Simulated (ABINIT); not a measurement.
The system is Al2Au.

```
Au Al
1.0
     0.00000    3.00000    3.00000
     3.00000    0.00000    3.00000
     3.00000    3.00000    0.00000
Au Al
1 2
Direct
  0.00000 0.00000 0.00000
  0.75000 0.75000 0.75000
  0.25000 0.25000 0.25000
```

| Item | Value |
| --- | --- |
| Program | ABINIT 10.8.3 (patched build) |
| Task | single point |
| Functional | PBEsol |
| Potentials or basis | PseudoDojo NC SR PBEsol v0.4.1 standard |
| Cutoff | 1034 eV |
| k mesh | 8 × 8 × 8 |
| Occupations | fermi-dirac, width 0.05 eV |
| Spin | no spin polarisation |

On this cell: pressure -0.1 GPa; largest force zero by symmetry; band gap on the k mesh none (metal or under the smearing width).

The same run follows on a disturbed copy (atoms moved at random, drawn with an rms of 0.05 Å):

```
CELL_PARAMETERS angstrom
0.00000 3.00000 3.00000
3.00000 0.00000 3.00000
3.00000 3.00000 0.00000
ATOMIC_POSITIONS crystal
Au 0.99065 0.99085 0.01134
Al 0.73103 0.75675 0.76314
Al 0.24172 0.25162 0.25995
```

**Question.** What does the disturbed cell give?

**Answer.** The energy (extrapolated to zero smearing) moves by +4.1 meV/atom; pressure 0.1 GPa; largest force 0.403 eV/Å; band gap on the k mesh none (metal or under the smearing width).

Forces in eV/Å, atoms in the order of the input:
```
Au   0.330 -0.102  0.207
Al  -0.243  0.110 -0.040
Al  -0.087 -0.008 -0.167
```

Stress tensor (GPa, compression positive):
```
 0.04 -0.39 -0.37
-0.39  0.10  0.48
-0.37  0.48  0.08
```
